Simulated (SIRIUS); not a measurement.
Set up this calculation in SIRIUS 7.10.0, as the native input.

```
Task                : single point
Functional          : HTBS
Potentials or basis : PseudoDojo 0.5 PBE stringent (scalar relativistic)
Cutoff              : 1416 eV
Density cutoff      : 5662 eV
k mesh              : 9 × 9 × 9
Occupations         : methfessel-paxton, width 0.2 eV
Spin                : collinear spin, ferromagnetic start
Starting moments    : [1.0] μB
Fixed moment        : 0 μB
Libxc names         : ["XC_GGA_X_HTBS", "XC_GGA_C_PBE"]
Energy tol          : 1e-08 Ha
Density tol         : 1e-06
Mixer               : anderson
Mixing beta         : 0.5
Max scf             : 100
```

Ni:

```
Ni
1.0
    -1.38372    1.38372    1.38372
     1.38372   -1.38372    1.38372
     1.38372    1.38372   -1.38372
Ni
1
Direct
  0.00000 0.00000 0.00000
```

This isn't the form of Ni at room conditions, which is fcc.

One way to write it, as run:

sirius.json

```json
{
  "control": {
    "processing_unit": "cpu",
    "verbosity": 2,
    "num_bands_to_print": 16,
    "print_forces": true,
    "print_stress": true
  },
  "parameters": {
    "electronic_structure_method": "pseudopotential",
    "xc_functionals": ["XC_GGA_X_HTBS", "XC_GGA_C_PBE"],
    "gk_cutoff": 10.2,
    "pw_cutoff": 20.4,
    "ngridk": [9, 9, 9],
    "shiftk": [0, 0, 0],
    "smearing": "methfessel_paxton",
    "smearing_width": 0.0073498644,
    "num_bands": 16,
    "num_mag_dims": 1,
    "num_dft_iter": 100,
    "energy_tol": 1e-08,
    "density_tol": 1e-06,
    "fixed_mag": 1e-08
  },
  "iterative_solver": {
    "type": "davidson",
    "min_tolerance": 1e-10
  },
  "mixer": {
    "type": "anderson",
    "beta": 0.5,
    "max_history": 8
  },
  "settings": {
    "tol_ne": 1e-10,
    "smooth_initial_mag": true
  },
  "unit_cell": {
    "lattice_vectors": [
      [-2.614843272708, 2.614843272708, 2.614843272708],
      [2.614843272708, -2.614843272708, 2.614843272708],
      [2.614843272708, 2.614843272708, -2.614843272708]
    ],
    "atom_coordinate_units": "lattice",
    "atom_types": ["Ni"],
    "atom_files": {
      "Ni": "Ni.json"
    },
    "atoms": {
      "Ni": [
        [0.0, 0.0, 0.0, 0.0, 0.0, 1.0]
      ]
    }
  }
}
```

Potentials or basis: PseudoDojo 0.5 PBE stringent (scalar relativistic).

Run with:

```bash
$ upf_to_json Ni.upf
$ OMP_NUM_THREADS=1 sirius.scf --input=sirius.json --output=out.json --task=0
```

Results of the run:

```
Pressure        : -3.0 GPa
Net moment      : 0.00 μB per cell
Absolute moment : 0.00 μB per cell
```

Caveat: this version's Methfessel-Paxton entropy term is faulty, so the free energy in the log is wrong and no energy is listed; the potentials were made for another functional, which shifts forces and pressure; the total moment is fixed, so each spin has its own Fermi level.

It took 19 s on 1 thread of Arm Neoverse V2 (shared host), peak memory 0.24 GiB.
